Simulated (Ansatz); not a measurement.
AlNi:

```
Ni Al
1.0
     2.88100    0.00000    0.00000
     0.00000    2.88100    0.00000
     0.00000    0.00000    2.88100
Ni Al
1 1
Direct
  0.50000 0.50000 0.50000
  0.00000 0.00000 0.00000
```

| Property | Result |
| --- | --- |
| Program | Ansatz 0.2.0 |
| Task | single point |
| Functional | PBE |
| Potentials or basis | Ansatz PAW |
| Cutoff | 420 eV (not typed: the program's choice for these potentials) |
| k mesh | 9 × 9 × 9 |
| Occupations | fermi-dirac, width 0.05 eV |
| Spin | collinear spin, ferromagnetic start |
| Starting moments | [1.0, 0.0] μB |

On this cell: pressure 2.0 GPa; largest force zero by symmetry; net moment 0.00 μB per cell; band gap on the k mesh none (metal or under the smearing width).

The same run follows on a disturbed copy (atoms moved at random, drawn with an rms of 0.05 Å):

```
CELL_PARAMETERS angstrom
2.88100 0.00000 0.00000
0.00000 2.88100 0.00000
0.00000 0.00000 2.88100
ATOMIC_POSITIONS crystal
Ni 0.49897 0.47452 0.49815
Al 0.00605 0.01098 0.99771
```

Problem. What does the disturbed cell give?

Solution. The energy (extrapolated to zero smearing) moves by +17.0 meV/atom; pressure 2.7 GPa; largest force 0.638 eV/Å; net moment 0.00 μB per cell; band gap on the k mesh none (metal or under the smearing width).

Forces on the atoms (eV/Å):
```
Ni   0.126  0.625 -0.008
Al  -0.126 -0.625  0.008
```

Stress tensor (GPa, compression positive):
```
 2.90  0.31  0.00
 0.31  2.31 -0.02
 0.00 -0.02  2.92
```

Caveats: the starting moments weren't kept.
